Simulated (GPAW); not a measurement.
# CsPbCl3 (Pm-3m) in GPAW: notebook

Aim: see how the results for CsPbCl3 move with the level of theory and the settings. Levels: PBE, r2SCAN. Tasks: single point, electron localisation function.

All numbers are computed with GPAW 26.7.0; they aren't measurements. Logs are shortened: lines on timing, memory, paths and dates and some standing lists are left out, and cuts for length are marked. The log counts tension as positive stress, the text compression.

## 1. The structure

Symmetry: Pm-3m, No. 221, cubic system. Conventional cell: a = 5.605 Å, b = 5.605 Å, c = 5.605 Å, α = 90.00°, β = 90.00°, γ = 90.00°. Around Pb (site symmetry m-3m) lie 6 Cl at 2.80 Å. Cs (site symmetry m-3m) is surrounded by 12 Cl at 3.96 Å. Cl (site symmetry 4/mmm) has 2 Pb at 2.80 Å as nearest neighbours.

## 2. Single point, PBE

File POSCAR:

```
CsPbCl3
1.0
    5.6050000000      0.0000000000      0.0000000000
    0.0000000000      5.6050000000      0.0000000000
    0.0000000000      0.0000000000      5.6050000000
Pb Cs Cl
1 1 3
Direct
    0.5000000000      0.5000000000      0.5000000000
    0.0000000000      0.0000000000      0.0000000000
    0.5000000000      0.0000000000      0.5000000000
    0.0000000000      0.5000000000      0.5000000000
    0.5000000000      0.5000000000      0.0000000000
```

Potentials or basis: GPAW PAW data sets (gpaw-data 1.2.1), pw.

On the command line:

```sh
> OMP_NUM_THREADS=1 gpaw run POSCAR -p 'mode=PW(600),xc=PBE,kpts={size:(5,5,5),gamma:True},occupations={name:fermi-dirac,width:0.05},nbands=37,convergence={density:1e-05,energy:1e-05},maxiter=150,txt=gpaw.txt' --properties efs -w gs.gpw
```

Log:

```text
__  _  _
 | _ |_)|_||  |
 |__||  | ||/\| - 26.7.0

Input parameters:
  mode=PW(ecut=600.0),
  convergence={'density': 1e-05, 'energy': 1e-05},
  kpts=MonkhorstPack(size=[5, 5, 5], gamma=True),
  maxiter=150,
  nbands=37,
  occupations=Occupations(name='fermi-dirac', width=0.05),
  xc=XC(name='PBE')

Diagonalizing LCAO Hamiltonian
Converting LCAO to pw mode
    .-------------.
   /|             |
  / |             |
 *  |             |
 |  |             |
 | Cl    Pb       |
 |  |   Cl        |
 |  .-------------.
 | /     Cl      /
 |/             /
 Cs------------*

Atoms  # Å, Bohr magnetons
|   | symbol |        x |        y |        z |    initial magnetic moments |
|---|--------|----------|----------|----------|-----------------------------|
| 0 |     Pb | 2.802500 | 2.802500 | 2.802500 | ( 0.0000,  0.0000,  0.0000) |
| 1 |     Cs | 0.000000 | 0.000000 | 0.000000 | ( 0.0000,  0.0000,  0.0000) |
| 2 |     Cl | 2.802500 | 0.000000 | 2.802500 | ( 0.0000,  0.0000,  0.0000) |
| 3 |     Cl | 0.000000 | 2.802500 | 2.802500 | ( 0.0000,  0.0000,  0.0000) |
| 4 |     Cl | 2.802500 | 2.802500 | 0.000000 | ( 0.0000,  0.0000,  0.0000) |

Unit cell  # Å
| periodic |        x |        y |        z |  lengths |    angles |
|----------|----------|----------|----------|----------|-----------|
|      yes | 5.605000 | 0.000000 | 0.000000 | 5.605000 | 90.000000 |
|      yes | 0.000000 | 5.605000 | 0.000000 | 5.605000 | 90.000000 |
|      yes | 0.000000 | 0.000000 | 5.605000 | 5.605000 | 90.000000 |

Number of symmetries: 48
Symmetry operations  # r_c * U_cc + t_c -> r_c
|    | kind |            matrix            |
|----|------|------------------------------|
|  0 |  E   |  1, 0, 0,  0, 1, 0,  0, 0, 1 |
|  1 |  σ   |  1, 0, 0,  0, 1, 0,  0, 0,-1 |
|  2 |  σ   |  1, 0, 0,  0, 0, 1,  0, 1, 0 |
|  3 |  C4  |  1, 0, 0,  0, 0, 1,  0,-1, 0 |
|  4 |  C4  |  1, 0, 0,  0, 0,-1,  0, 1, 0 |
|  5 |  σ   |  1, 0, 0,  0, 0,-1,  0,-1, 0 |
|  6 |  σ   |  1, 0, 0,  0,-1, 0,  0, 0, 1 |
|  7 |  C2  |  1, 0, 0,  0,-1, 0,  0, 0,-1 |
|  8 |  σ   |  0, 1, 0,  1, 0, 0,  0, 0, 1 |
|  9 |  C2  |  0, 1, 0,  1, 0, 0,  0, 0,-1 |
| 10 |  C3  |  0, 1, 0,  0, 0, 1,  1, 0, 0 |
| 11 |  S6  |  0, 1, 0,  0, 0, 1, -1, 0, 0 |
| 12 |  S6  |  0, 1, 0,  0, 0,-1,  1, 0, 0 |
| 13 |  C3  |  0, 1, 0,  0, 0,-1, -1, 0, 0 |
| 14 |  C4  |  0, 1, 0, -1, 0, 0,  0, 0, 1 |
| 15 |  S4  |  0, 1, 0, -1, 0, 0,  0, 0,-1 |
| 16 |  C3  |  0, 0, 1,  1, 0, 0,  0, 1, 0 |
| 17 |  S6  |  0, 0, 1,  1, 0, 0,  0,-1, 0 |
| 18 |  σ   |  0, 0, 1,  0, 1, 0,  1, 0, 0 |
| 19 |  C4  |  0, 0, 1,  0, 1, 0, -1, 0, 0 |
| 20 |  C2  |  0, 0, 1,  0,-1, 0,  1, 0, 0 |
| 21 |  S4  |  0, 0, 1,  0,-1, 0, -1, 0, 0 |
| 22 |  S6  |  0, 0, 1, -1, 0, 0,  0, 1, 0 |
| 23 |  C3  |  0, 0, 1, -1, 0, 0,  0,-1, 0 |
| 24 |  S6  |  0, 0,-1,  1, 0, 0,  0, 1, 0 |
| 25 |  C3  |  0, 0,-1,  1, 0, 0,  0,-1, 0 |
| 26 |  C4  |  0, 0,-1,  0, 1, 0,  1, 0, 0 |
| 27 |  σ   |  0, 0,-1,  0, 1, 0, -1, 0, 0 |
| 28 |  S4  |  0, 0,-1,  0,-1, 0,  1, 0, 0 |
| 29 |  C2  |  0, 0,-1,  0,-1, 0, -1, 0, 0 |
| 30 |  C3  |  0, 0,-1, -1, 0, 0,  0, 1, 0 |
| 31 |  S6  |  0, 0,-1, -1, 0, 0,  0,-1, 0 |
| 32 |  C4  |  0,-1, 0,  1, 0, 0,  0, 0, 1 |
| 33 |  S4  |  0,-1, 0,  1, 0, 0,  0, 0,-1 |
| 34 |  S6  |  0,-1, 0,  0, 0, 1,  1, 0, 0 |
| 35 |  C3  |  0,-1, 0,  0, 0, 1, -1, 0, 0 |
| 36 |  C3  |  0,-1, 0,  0, 0,-1,  1, 0, 0 |
| 37 |  S6  |  0,-1, 0,  0, 0,-1, -1, 0, 0 |
| 38 |  σ   |  0,-1, 0, -1, 0, 0,  0, 0, 1 |
| 39 |  C2  |  0,-1, 0, -1, 0, 0,  0, 0,-1 |
| 40 |  σ   | -1, 0, 0,  0, 1, 0,  0, 0, 1 |
| 41 |  C2  | -1, 0, 0,  0, 1, 0,  0, 0,-1 |
| 42 |  C2  | -1, 0, 0,  0, 0, 1,  0, 1, 0 |
| 43 |  S4  | -1, 0, 0,  0, 0, 1,  0,-1, 0 |
| 44 |  S4  | -1, 0, 0,  0, 0,-1,  0, 1, 0 |
| 45 |  C2  | -1, 0, 0,  0, 0,-1,  0,-1, 0 |
| 46 |  C2  | -1, 0, 0,  0,-1, 0,  0, 0, 1 |
| 47 |  i   | -1, 0, 0,  0,-1, 0,  0, 0,-1 |

BZ-sampling:
  Number of BZ points: 125
  Number of IBZ points: 10

  Monkhorst-Pack size: [5, 5, 5]
  Monkhorst-Pack shift: [0, 0, 0]

K-points  # in reciprocal-cell coordinates
|   |                                coordinates |     weight |
|---|--------------------------------------------|------------|
| 0 | (  0.00000000,   0.00000000,   0.00000000) | 0.00800000 |
| 1 | (  0.20000000,   0.00000000,   0.00000000) | 0.04800000 |
| 2 | (  0.20000000,   0.20000000,   0.00000000) | 0.09600000 |
| 3 | (  0.20000000,   0.20000000,   0.20000000) | 0.06400000 |
| 4 | (  0.40000000,   0.00000000,   0.00000000) | 0.04800000 |
| 5 | (  0.40000000,   0.20000000,   0.00000000) | 0.19200000 |
| 6 | (  0.40000000,   0.20000000,   0.20000000) | 0.19200000 |
| 7 | (  0.40000000,   0.40000000,   0.00000000) | 0.09600000 |
| 8 | (  0.40000000,   0.40000000,   0.20000000) | 0.19200000 |
| 9 | (  0.40000000,   0.40000000,   0.40000000) | 0.06400000 |

Plane wave coefficients: 5896
Cutoff: 600.0 eV

Spin-components: 1 (collinear spins)
Bands:           37
Projectors:      26
Spin-degeneracy: 2
Datatype:        complex128

Parallelization:
  kpt:    1
  domain: 1
  band:   1

Density:
  Valence electrons: 44.0
  Components: 1
  Grid points: [32 32 32]
  Charge: 0.0  # |e|

Potential:
  Grid points: [32 32 32]

species:
  Pb:
    name:    Lead
    Z:       82.0
    valence: 14
    core:    68
    charge:  0.0  # [|e|]
    compensation charges:
      type: gauss
      rc: 0.38  # [Å]
      lmax: 2
    cutoffs:
      filter: 2.36  # [Å]
      core: 2.43  # [Å]
    projectors
    | kind |    occ | energy [eV] | rcut [Å] |
    |------|--------|-------------|----------|
    |   6s |  2.000 |     -11.969 |    1.259 |
    |   6p |  2.000 |      -3.506 |    1.275 |
    |   5d | 10.000 |     -21.211 |    1.217 |
    |    s |        |      15.243 |    1.259 |
    |    p |        |      23.705 |    1.275 |
    |    d |        |       6.001 |    1.217 |

    Using partial waves for Pb as LCAO basis

  Cs:
    name:    Caesium
    Z:       55.0
    valence: 9
    core:    46
    charge:  0.0  # [|e|]
    compensation charges:
      type: gauss
      rc: 0.33  # [Å]
      lmax: 2
    cutoffs:
      filter: 2.06  # [Å]
      core: 2.51  # [Å]
    projectors
    | kind |    occ | energy [eV] | rcut [Å] |
    |------|--------|-------------|----------|
    |   5s |  2.000 |     -26.706 |    1.164 |
    |   6s |  1.000 |      -2.085 |    1.164 |
    |   5p |  6.000 |     -13.523 |    1.058 |
    |    p |        |      13.688 |    1.058 |
    |    d |        |       0.000 |    1.058 |

    Using partial waves for Cs as LCAO basis

  Cl:
    name:    Chlorine
    Z:       17.0
    valence: 7
    core:    10
    charge:  0.0  # [|e|]
    compensation charges:
      type: gauss
      rc: 0.25  # [Å]
      lmax: 2
    cutoffs:
      filter: 1.40  # [Å]
      core: 1.49  # [Å]
    projectors
    | kind |    occ | energy [eV] | rcut [Å] |
    |------|--------|-------------|----------|
    |   3s |  2.000 |     -20.689 |    0.794 |
    |   3p |  5.000 |      -8.594 |    0.794 |
    |    s |        |       6.523 |    0.794 |
    |    p |        |      18.617 |    0.794 |
    |    d |        |       0.000 |    0.794 |

    Using partial waves for Cl as LCAO basis

Reference energy: -816739.388037  # eV

eigensolver:
  PPCG
  Converge bands: occupied
  niter=2

density mixing:
  MSR1-Mixer
  Pratt-step length: 0.05
  Maximum mixing coefficient: 0.75
  Old densities: 10
  SVD Regularization: 0.005
  Good broyden scale: 1.0
  Trust region scale: 1.0
  Backstep threshold: 4.0
  History deletion threshold: 6.0
  Fourier metric: weight=20.0, sigma=0.015

occupation numbers:
  Fermi-Dirac:
    width: 0.0500  # eV

poisson solver:
  ecut: 4800.0  # eV

xc functional:
  name: PBE with 2 nearest neighbor stencil

convergence criteria:
- Maximum integral of absolute [dens]ity change: 1e-05 electrons / valence electron
- Maximum [total energy] change in last 3 cyles: 1e-05 eV / valence electron
- Maximum integral of absolute [eigenst]ate change: 4e-08 eV^2 / valence electron
maximum number of iterations: 150

SCF iterations
|iter     | |      energy | eigst |  dens |
|---------|-|-------------|-------|-------|
|iter:   1| |  -18.335024 | -0.09 |       |
|iter:   2| |  -18.222325 | -1.75 | -1.24 |
|iter:   3| |  -17.657459 | -1.71 | -1.29 |
|iter:   4| |  -17.650012 | -3.07 | -1.77 |
|iter:   5| |  -17.653090 | -4.10 | -2.22 |
|iter:   6| |  -17.653364 | -4.93 | -2.94 |
|iter:   7| |  -17.653378c| -6.15 | -3.56 |
|iter:   8| |  -17.653381c| -7.02 | -4.00 |
|iter:   9| |  -17.653381c| -7.52c| -4.87 |
|iter:  10| |  -17.653381c| -8.01c| -5.59c|

Converged in 10 steps
Energy contributions relative to reference atoms: (reference = -816739.388037)

Energy contributions:
  Kinetic:          32.158649
  Coulomb:         -32.192998
  Zero:             -0.001526
  External:          0.000000
  Xc:              -17.617505
  Entropy:          -0.000000
  Spinorbit:         0.000000
  ----------------------------
  Free energy:     -17.653381
  Extrapolated:    -17.653381

dipole moment: (-52.514238, -52.514238, -52.514238)  # |e|*Ang

Fermi level: 4.196
Eigenvalues  # (at kpt = [0.000, 0.000, 0.000])
| band index |      eig [eV] | occ [0-2] |
|------------|---------------|-----------|
|          0 |       -18.298 |     2.000 |
|        ... |               |           |
|         14 |        -1.640 |     2.000 |
|         15 |        -1.640 |     2.000 |
|         16 |         0.400 |     2.000 |
|         17 |         0.400 |     2.000 |
|         18 |         0.400 |     2.000 |
|         19 |         0.505 |     2.000 |
|         20 |         0.505 |     2.000 |
|         21 |         0.505 |     2.000 |
|         22 |         6.396 |     0.000 |
|         23 |         7.328 |     0.000 |
|         24 |         7.328 |     0.000 |
|         25 |         8.238 |     0.000 |
|         26 |         8.238 |     0.000 |
|         27 |         8.238 |     0.000 |
|         28 |         9.214 |     0.000 |
|         29 |         9.214 |     0.000 |
|        ... |               |           |
|         36 |        13.743 |     0.000 |

Gap: 2.905 eV
Transition (v -> c):
  (s=0, k=9, n=21, [0.40, 0.40, 0.40]) -> (s=0, k=9, n=22, [0.40, 0.40, 0.40])
No difference between direct/indirect transitions

Forces  # eV/Ang
|        x |        y |       z |
|----------|----------|---------|
|  0.00000 |  0.00000 | 0.00000 |  # Pb   0
|  0.00000 |  0.00000 | 0.00000 |  # Cs   1
| -0.00000 |  0.00000 | 0.00000 |  # Cl   2
|  0.00000 | -0.00000 | 0.00000 |  # Cl   3
| -0.00000 | -0.00000 | 0.00000 |  # Cl   4

Stress tensor  # eV/Ang^3
|         x |         y |         z |
|-----------|-----------|-----------|
| -0.010028 |  0.000000 |  0.000000 |
|  0.000000 | -0.010028 |  0.000000 |
|  0.000000 |  0.000000 | -0.010028 |

# Writing to gs.gpw (mode='')
```

Wall time 33 s (1 thread of Arm Neoverse V1, shared host); peak memory 0.24 GiB.

What came out:

- Free energy: -17.6534 eV
- Pressure: 1.6 GPa
- Band gap on the k mesh: 2.90 eV, direct

Levels at points of the mesh, in eV from the valence-band top:
```tsv
k point	band 19	band 20	band 21	band 22	band 23	band 24	band 25	band 26
(0.00, 0.00, 0.00)	-2.08	-1.97	-1.97	-1.97	3.92	4.85	4.85	5.76
```

Caveat: spin-orbit coupling is left out, which as a rule narrows the gap of such compounds by several tenths of an eV; an odd mesh through Γ misses points on the zone boundary, where band edges often lie.

## 3. Electron localisation function, r2SCAN

File run.py:

```python
from ase import Atoms
from ase.dft.bandgap import bandgap
from ase.io import write
from ase.units import Bohr, GPa
from gpaw import GPAW, PW
from gpaw.elf import elf_from_dft_calculation

atoms = Atoms(['Pb', 'Cs', 'Cl', 'Cl', 'Cl'],
              cell=[[5.605, 0.0, 0.0],
                    [0.0, 5.605, 0.0],
                    [0.0, 0.0, 5.605]],
              scaled_positions=[[0.5, 0.5, 0.5],
                                [0.0, 0.0, 0.0],
                                [0.5, 0.0, 0.5],
                                [0.0, 0.5, 0.5],
                                [0.5, 0.5, 0.0]],
              pbc=True)

calc = GPAW(mode=PW(510),
            xc='MGGA_X_R2SCAN+MGGA_C_R2SCAN',
            kpts={'size': (2, 2, 2), 'gamma': True},
            occupations={'name': 'fermi-dirac', 'width': 0.01},
            nbands=37,
            convergence={'density': 1e-05, 'energy': 1e-05},
            maxiter=150,
            txt='gpaw.txt')
atoms.calc = calc
energy = atoms.get_potential_energy()
forces = atoms.get_forces()
stress = atoms.get_stress()
calc.write('gs.gpw')
write('result.traj', atoms)
print(f'Energy: {energy:.6f} eV')
print('Forces (eV/A):')
print(forces.round(4))
print('Stress (GPa):', (stress / GPa).round(3))
print('Fermi level:', round(calc.get_fermi_level(), 4), 'eV')
print(f'Gap: {bandgap(calc)[0]:.4f} eV, direct: {bandgap(calc, direct=True)[0]:.4f} eV')

# fields on the real-space grid
write('density.cube', atoms, data=calc.get_pseudo_density() * Bohr**3)
write('potential.cube', atoms, data=calc.get_electrostatic_potential())
write('elf.cube', atoms, data=elf_from_dft_calculation(calc).data)
```

Potentials or basis: GPAW PAW data sets (gpaw-data 1.2.1), pw.

On the command line:

```sh
> OMP_NUM_THREADS=1 python run.py
```

gpaw.txt:

```text
__  _  _
 | _ |_)|_||  |
 |__||  | ||/\| - 26.7.0

Input parameters:
  mode=PW(ecut=510.0),
  convergence={'density': 1e-05, 'energy': 1e-05},
  kpts=MonkhorstPack(size=(2, 2, 2), gamma=True),
  maxiter=150,
  nbands=37,
  occupations=Occupations(name='fermi-dirac', width=0.01),
  xc=XC(name='MGGA_X_R2SCAN+MGGA_C_R2SCAN')

Diagonalizing LCAO Hamiltonian
Converting LCAO to pw mode
    .-------------.
   /|             |
  / |             |
 *  |             |
 |  |             |
 | Cl    Pb       |
 |  |   Cl        |
 |  .-------------.
 | /     Cl      /
 |/             /
 Cs------------*

Atoms  # Å, Bohr magnetons
|   | symbol |        x |        y |        z |    initial magnetic moments |
|---|--------|----------|----------|----------|-----------------------------|
| 0 |     Pb | 2.802500 | 2.802500 | 2.802500 | ( 0.0000,  0.0000,  0.0000) |
[... 238 lines left out ...]
  Coulomb:         -20.266585
  Zero:             -0.790440
  External:          0.000000
  Xc:              -63.564921
  Entropy:          -0.000000
  Spinorbit:         0.000000
  ----------------------------
  Free energy:     -62.652243
  Extrapolated:    -62.652243

dipole moment: (-52.358651, -52.358651, -52.358651)  # |e|*Ang

Fermi level: 4.767
Eigenvalues  # (at kpt = [0.000, 0.000, 0.000])
| band index |      eig [eV] | occ [0-2] |
|------------|---------------|-----------|
|          0 |       -19.126 |     2.000 |
|        ... |               |           |
|         14 |        -2.000 |     2.000 |
|         15 |        -2.000 |     2.000 |
|         16 |         0.049 |     2.000 |
|         17 |         0.049 |     2.000 |
|         18 |         0.049 |     2.000 |
|         19 |         0.162 |     2.000 |
[... 8 lines left out ...]
|         28 |         9.465 |     0.000 |
|         29 |         9.465 |     0.000 |
|        ... |               |           |
|         36 |        14.266 |     0.000 |

Gap: 2.220 eV
Transition (v -> c):
  (s=0, k=3, n=21, [0.50, 0.50, 0.50]) -> (s=0, k=3, n=22, [0.50, 0.50, 0.50])
No difference between direct/indirect transitions

Forces  # eV/Ang
|        x |        y |        z |
|----------|----------|----------|
| -0.00000 | -0.00000 | -0.00000 |  # Pb   0
|  0.00000 |  0.00000 |  0.00000 |  # Cs   1
|  0.00000 |  0.00000 |  0.00000 |  # Cl   2
|  0.00000 |  0.00000 |  0.00000 |  # Cl   3
|  0.00000 |  0.00000 |  0.00000 |  # Cl   4

Stress tensor  # eV/Ang^3
|         x |         y |         z |
|-----------|-----------|-----------|
| -0.013049 |  0.000000 |  0.000000 |
|  0.000000 | -0.013049 |  0.000000 |
|  0.000000 |  0.000000 | -0.013049 |

# Writing to gs.gpw (mode='')
```

It took 28 s on 1 thread of AMD EPYC 9R45 (Zen 5), shared host; peak memory 0.39 GiB.

These settings aren't checked as converged: the numbers below hold their error.

Results:

* Free energy: -62.6522 eV
* Pressure: 2.1 GPa
* Band gap on the k mesh: 2.22 eV, direct

Caveat: the k mesh is coarse (spacing up to 0.56 Å⁻¹), so the values aren't converged; the cutoff is short for stress and forces, so pressures can be off by a GPa or more; the PAW data sets were made with another functional, which shifts forces and pressure a little; spin-orbit coupling is left out, which as a rule narrows the gap of such compounds by several tenths of an eV.

## 4. The reference run

An earlier run on the cell as given: functional PBE; potentials or basis GPAW PAW data sets (gpaw-data 1.2.1); cutoff 600 eV; basis pw; k mesh 5 × 5 × 5; occupations fermi-dirac, width 0.05 eV; no spin polarisation.

* Pressure: 1.6 GPa
* Band gap on the k mesh: 2.90 eV, direct
